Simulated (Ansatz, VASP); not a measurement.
# ZnO: VASP beside Ansatz

Wanted: the spread between two codes on one cell, functional and k mesh. The cell is the relaxed one of a volume series.

Method: plane waves, with VASP 6.6.1 beside it; zone-centre phonons at LDA, in Ansatz 0.2.0.

## Step 1: Set-up

It takes space group P6_3mc (No. 186, hexagonal). Conventional cell: a = 3.195 Å, b = 3.195 Å, c = 5.165 Å, α = 90.00°, β = 90.00°, γ = 120.00°. Nearest to Zn lie 4 O at 1.95 Å. Nearest to O lie 4 Zn at 1.95 Å. Farther neighbours and most contacts between anions are not listed.

## Step 2: Ansatz: zone-centre phonons, LDA

Ansatz runs on its default PAW (the set named soft_2) files.

Second derivatives magnify differences that forces hide, and they need a tight electronic threshold.

File input.yaml:

```yaml
crystal:
  lattice:
    - [3.1952499398, 0.0, 0.0]
    - [-1.5976249699, 2.7671676168, 0.0]
    - [0.0, 0.0, 5.1650795749]
  atoms:
    - { symbol: Zn, position: [0.33333333, 0.66666667, 0.5002788034] }
    - { symbol: Zn, position: [0.66666667, 0.33333333, 0.0002788034] }
    - { symbol: O, position: [0.66666667, 0.33333333, 0.3787311966] }
    - { symbol: O, position: [0.33333333, 0.66666667, 0.8787311966] }
hamiltonian:
  xc: lda
  pseudopotentials: { kind: paw }
kpoints:
  mp_grid: { grid: [14, 14, 8] }
scf:
  occupations: { method: fixed }
phonons:
  method: dfpt
  qpoints: [[0, 0, 0]]
  dielectric: true
  rigid_motions: translations
```

Run with:

```bash
$ ansatz run input.yaml --threads 4 --pin off --max-ram 9216MiB --backend cpu --events-out ev --progress --plain --runs-dir out
```

Numbers of over 12 decimals in the logs are rounded to 6 here.

Log:

```text
Engine: ansatz 0.2.0, aarch64-unknown-linux-gnu
Pseudopotentials: kind: paw
Pseudopotential: Zn, paw, valence charge 12, recommended cutoff 420 eV (normal), Zn.paw.azcp
Pseudopotential: O, paw, valence charge 6, recommended cutoff 420 eV (normal), O.paw.azcp
Functional definition: SPW92
  exchange = slater_x
  correlation = pw_c
Crystal: 4 atoms, lattice volume = 45.669 Å³
Basis set: ecut = 420 eV, 917 PW (Γ), exchange–correlation on 48×48×72 points (8 copies of the dense FFT grid, shifted against one another)
Bands: 22, of which v1, the nominal top of the filled ones, is band 18 counted from 1 (17 counted from 0)
Symmetry: 12 space group operations
k-points: 429 of 1568 (irreducible under 2 space group operations, time reversal used)
Non-local potential: Zn, projectors of the file, l = 0: 2, l = 1: 2, l = 2: 3, l = 3: 1
Non-local potential: O, projectors of the file, l = 0: 2, l = 1: 2, l = 2: 1
PAW form: soft (Blöchl's): semilocal exchange-correlation on the pseudo side does not see the compensation charge
PAW frozen core: Zn, regenerated for the run's functional, and the local potential with it (the file was generated under x = pbe(κ = 0.804, μ = 0.219515), c = pbe(β = 0.066725))
PAW frozen core: O, regenerated for the run's functional, and the local potential with it (the file was generated under x = pbe(κ = 0.804, μ = 0.219515), c = pbe(β = 0.066725))
PAW one-centre angular grid: Zn, 590 points (default); XC on 64 Gauss nodes
PAW one-centre angular grid: O, 110 points (default); XC on 64 Gauss nodes
Initial density: superposition of atomic densities (neutral atoms: chi_scale 0, normalization atom), corrected by the library's trained network
Initial wavefunctions: pseudopotential atomic-orbital guess
Functional: x = slater, c = lda
SCF iter   1: F=—  HF=-7603.973942 eV  |F-HF|=—  |Δ(HF+E_count)|=         —  Δρ=1.85e-2  dr2=1.31e-1  ethr=1.77e-3  ⟨swp⟩=5.1  Hψ=37366  notcnv=0  defer=806
preconditioner: auto → Resta (q_TF=auto, 2.622 Å⁻¹)  ε∞=7.6  [insulator: Δε(μ)=0.614 eV  Ē_g=12.794 eV  n_scr=22 (ndim 8)  ℏωp=33.0 eV  f_vac=0.029  ε∞_Penn≈7.6]
SCF iter   2: F=—  HF=-7603.939662 eV  |F-HF|=—  |Δ(HF+E_count)|=   3.43e-2  Δρ=3.72e-3  dr2=2.60e-3  ethr=3.64e-4  ⟨swp⟩=3.0  Hψ=21456  notcnv=0  defer=855
SCF iter   3: F=—  HF=-7603.938940 eV  |F-HF|=—  |Δ(HF+E_count)|=   7.22e-4  Δρ=2.11e-3  dr2=1.12e-3  ethr=7.22e-6  ⟨swp⟩=2.0  Hψ=10310  notcnv=0  defer=858
SCF iter   4: F=—  HF=-7603.938659 eV  |F-HF|=—  |Δ(HF+E_count)|=   2.81e-4  Δρ=7.57e-4  dr2=1.48e-4  ethr=3.11e-6  ⟨swp⟩=2.0  Hψ=16384  notcnv=0  defer=858
SCF iter   5: F=—  HF=-7603.938571 eV  |F-HF|=—  |Δ(HF+E_count)|=   8.83e-5  Δρ=1.96e-4  dr2=1.30e-5  ethr=4.10e-7  ⟨swp⟩=2.0  Hψ=16810  notcnv=0  defer=650
SCF iter   6: F=—  HF=-7603.938576 eV  |F-HF|=—  |Δ(HF+E_count)|=   5.21e-6  Δρ=2.66e-5  dr2=2.41e-7  ethr=3.60e-8  ⟨swp⟩=3.0  Hψ=17578  notcnv=0
SCF iter   7: F=—  HF=-7603.938576 eV  |F-HF|=—  |Δ(HF+E_count)|=   2.36e-7  Δρ=8.32e-6  dr2=3.12e-8  ethr=6.70e-10  ⟨swp⟩=2.0  Hψ=16304  notcnv=0
SCF iter   8: F=—  HF=-7603.938576 eV  |F-HF|=—  |Δ(HF+E_count)|=   1.96e-8  Δρ=2.54e-6  dr2=3.82e-9  ethr=8.66e-11  ⟨swp⟩=2.0  Hψ=15445  notcnv=0
SCF iter   9: F=—  HF=-7603.938576 eV  |F-HF|=—  |Δ(HF+E_count)|=  3.37e-10  Δρ=6.45e-7  dr2=1.27e-10  ethr=1.06e-11  ⟨swp⟩=2.0  Hψ=16145  notcnv=0
SCF iter  10: F=-7603.938576 eV  HF=-7603.938576 eV  |F-HF|=4.55e-12  |Δ(HF+E_count)|=  4.46e-11  Δρ=1.04e-7  dr2=5.68e-12  ethr=1.00e-12  ⟨swp⟩=5.1  Hψ=42367  notcnv=0
SCF 1 converged in 10 iterations: F = -7603.938576 eV  dr2 = 5.68e-12
  greatest PAW one-centre occupation: 0.987 electrons in one spin orbital (limit 2), on the Zn atom at site 1 (counted from 0), in its partial waves of l = 2
NSCF: frozen V_eff on 2 k-points
DFPT response loops at Γ: preconditioner auto → Resta (q_TF=auto, 2.622 Å⁻¹)  ε∞=8.7 (no band partly filled); β = 1.00, the filter's whole step (`scf.mixing.beta` (0.50) is not read by the response loops at its default; to damp them type it under 1.00, their step now; it binds the ground state too); Broyden in place of MSR1
── the response to a field inside a basis, on 18×18×10 k-points: an SCF that follows is theirs, and a resumed run solves both again ──
Bands: 19, of which v1, the nominal top of the filled ones, is band 18 counted from 1 (17 counted from 0)
k-points: 450 of 3240 (irreducible under 4 space group operations, time reversal used)
Initial density: handed on by an earlier stage of this run
Initial wavefunctions: pseudopotential atomic-orbital guess (no wavefunctions were taken with the density)
Eigensolver: Dense (450 Hₖ)
SCF iter   1: F=—  HF=-7603.947098 eV  |F-HF|=—  |Δ(HF+E_count)|=         —  Δρ=9.19e-4  dr2=6.18e-5  ethr=1.00e-1
preconditioner: auto → Resta (q_TF=auto, 2.622 Å⁻¹)  ε∞=10.9  [insulator: Δε(μ)=0.971 eV  Ē_g=10.454 eV  n_scr=22 (ndim 8)  ℏωp=33.0 eV  f_vac=0.027  ε∞_Penn≈10.9]
SCF iter   2: F=—  HF=-7603.947086 eV  |F-HF|=—  |Δ(HF+E_count)|=   1.26e-5  Δρ=4.83e-4  dr2=2.95e-5  ethr=1.72e-7
SCF iter   3: F=—  HF=-7603.947082 eV  |F-HF|=—  |Δ(HF+E_count)|=   3.32e-6  Δρ=1.53e-4  dr2=1.56e-6  ethr=8.20e-8
SCF iter   4: F=—  HF=-7603.947081 eV  |F-HF|=—  |Δ(HF+E_count)|=   1.82e-6  Δρ=3.81e-5  dr2=3.87e-7  ethr=4.33e-9
SCF iter   5: F=-7603.947080 eV  HF=-7603.947080 eV  |F-HF|=3.58e-8  |Δ(HF+E_count)|=   2.09e-7  Δρ=8.36e-6  dr2=1.06e-8  ethr=1.08e-9
SCF 1 converged in 5 iterations: F = -7603.947080 eV  dr2 = 1.06e-8
  greatest PAW one-centre occupation: 0.987 electrons in one spin orbital (limit 2), on the Zn atom at site 0 (counted from 0), in its partial waves of l = 2
DFPT response loops at Γ: preconditioner auto → Resta (q_TF=auto, 2.622 Å⁻¹)  ε∞=7.9 (no band partly filled); β = 1.00, the filter's whole step (`scf.mixing.beta` (0.50) is not read by the response loops at its default; to damp them type it under 1.00, their step now; it binds the ground state too); Broyden in place of MSR1
WARN: field response: inside a basis, on 18×18×10 points, no mesh in reach settles it: take ε∞, Z* and everything formed from them with what they may err, as stated (eps_inf_uncertainty, zstar_uncertainty_e), and compare with field_mesh: kpoints on a denser kpoints.mp_grid
WARN: field response: ε∞ stands inside a basis, on 18×18×10 points; the force constants stand on the 14×14×8 k-mesh, whose period is 11.20 times the interband length at k = (0.0000, 0.0000, 0.0000), direct gap 0.789 eV, under 14: take them and everything formed from them as unconverged, and compare with a denser kpoints.mp_grid
SCF converged after 10 iterations
Free energy (F): -7603.938576 eV
Harris-Foulkes:  -7603.938576 eV  (|F-HF|=4.55e-12)
Internal energy: -7603.938576 eV  (E = F + TS)
E sigma→0 (E₀):  -7603.938576 eV
Fermi energy:    7.414287 eV
--- Per-component energies (eV) ---
  E_band       = 66.389099
  E_kinetic    = 611.698524
  E_local      = -3944.752585  (includes V_loc(G=0)·N_el)
  E_nonlocal   = 1344.194872
  E_hartree    = 1614.810501
  E_xc         = -414.488782
  E_vxc        = -291.647654  (∫ρ·V_xc dr)
  E_paw        = -3814.719376  (= ΣΔE_a)
  E_vpaw       = -882.729354  (= ΣTr[D̂ρ^β])
  E_aug_tail   = 0.004377  (compensation charges beyond the density's cutoff)
  E_ewald      = -3003.994232
  E_core_change = 3.308126  (= ΣΔE_core)
  E_smearing   = -0.000000  (= −TS)
  E_closure    = 0.000000  (closes the sum)
  Σ components = -7603.938576   (vs F -7603.938576, Δ=0.00e0)
--- Band table (eV; the first three rows and the last of 429) ---
  k-point 0: bands = [... 14 lower, 6.5634, 7.3100, 7.4143, 7.4143, 8.2035, 12.6773, 15.5848, 20.3647]
  k-point 1: bands = [... 14 lower, 6.5961, 6.9397, 7.3824, 7.3824, 8.6235, 12.5382, 15.7062, 20.3652]
  k-point 2: bands = [... 14 lower, 6.6902, 6.6902, 7.2918, 7.2918, 9.3443, 12.1514, 16.0596, 19.6552]
  k-point 428: bands = [... 14 lower, 4.3970, 4.7286, 5.9660, 6.1515, 13.3463, 14.8510, 15.8216, 16.1486]
--- Phonons (Γ-DFPT): 4 representative perturbations + reference, on 429 of 1568 k-points (Σ response iterations 14) ---
  k mesh reduced under 2 symmetry operations, with k and −k counted as one. Each operation leaves every solved perturbation unchanged. A smaller set is not considered because the run solves the response to a homogeneous field
  ASR residual: 4.162e-5 → 0.000e0 eV/Å²; symmetrization residual: 6.719e-6 eV/Å²
  ASR residual per site (eV/Å²): 4.16e-5 4.16e-5 6.70e-6 6.70e-6
  Γ frequencies (cm⁻¹): 0.00 0.00 0.00 91.40 91.40 259.25 383.92 402.49 402.49 434.74 434.74 547.27
  ε∞ (high-frequency dielectric tensor):
        5.089809     0.000000     0.000000
       -0.000000     5.089809     0.000000
        0.000000    -0.000000     5.140453
  ε⁰ (static dielectric tensor: ions relaxed, cell fixed):
        9.593724     0.000000     0.000000
        0.000000     9.593724    -0.000000
        0.000000    -0.000000    10.364725
  ε⁰ − ε∞ (ionic part):
        4.503915     0.000000     0.000000
        0.000000     4.503915    -0.000000
        0.000000    -0.000000     5.224272
  softest optical mode at Γ: 91.40 cm⁻¹; the repairs (sum rule, projections) moved no ω² at Γ by more than (1.24 cm⁻¹)²
  Born effective charges Z* (e; rows j = field, columns β = displacement):
    site 0:
         2.08614    0.00000    0.00000
        -0.00000    2.08614    0.00000
         0.00000    0.00000    2.14316
    site 1:
         2.08614   -0.00000    0.00000
        -0.00000    2.08614   -0.00000
         0.00000   -0.00000    2.14316
    site 2:
        -2.08614   -0.00000   -0.00000
         0.00000   -2.08614    0.00000
        -0.00000    0.00000   -2.14316
    site 3:
        -2.08614    0.00000   -0.00000
        -0.00000   -2.08614   -0.00000
        -0.00000    0.00000   -2.14316
  Z* charge neutrality: 2.757e-3 e pre-enforcement
  solved inside a basis spanned on kpoints, on 18×18×10 k-points, which do not settle them: ε∞ is read to err by 2.8e-2, Z* by 2.1e-2 e (field_mesh: kpoints solves on kpoints); Z* is corrected for what the basis lacks
  optical modes at Γ without the LO–TO term, one row a degenerate level:
      ω (cm⁻¹)  modes    IR ((D/Å)²/amu)
         91.40      2             0.0000
        259.25      1             0.0000
        383.92      1            16.4883
[...]
optical modes at Γ + LO–TO along q̂ = [1.0000, 0.0000, 0.0000]:
      ω (cm⁻¹)  modes    IR ((D/Å)²/amu)
[...]
optical modes at Γ + LO–TO along q̂ = [0.0000, 1.0000, 0.0000]:
      ω (cm⁻¹)  modes    IR ((D/Å)²/amu)
[...]
547.27      1             0.0000
        552.58      1            15.6225
  optical modes at Γ + LO–TO along q̂ = [0.0000, 0.0000, 1.0000]:
      ω (cm⁻¹)  modes    IR ((D/Å)²/amu)
         91.40      2             0.0000
        259.25      1             0.0000
        402.49      2            31.2451
        434.74      2             0.0000
        545.16      1            16.4883
        547.27      1             0.0000
--- Phonons (arbitrary-q DFPT): 1 explicit q-point ---
  q = [0, 0, 0] (of the zone-centre solve; hermiticity 5.52e-7, symmetrization 3.59e-7): -0.00 0.00 0.00 91.40 91.40 259.25 383.92 402.49 402.49 434.74 434.74 547.27
  sum rule: each row above includes the acoustic sum rule's correction from the zone centre's row sums; it moved no ω² by more than (0.42 cm⁻¹)²
```

Elapsed: 3.2 min, on 4 threads of Arm Neoverse V1, shared host; peak memory 2.8 GiB; 12 min of CPU time.

(Part 1 of 3 ends here.)

[Lines on the potential files, build, host, timing and source positions are cut from VASP's logs without a mark.]

[Logs are printed without paths, hosts, clocks, repeated set-up lines and the standing remarks that a program may print on its own settings, such as how far it seeks lower states.]

[Hosts, paths, dates, database ids (printed as entryN), source tags and the programs' standing remarks are cut or masked in the printed files.]
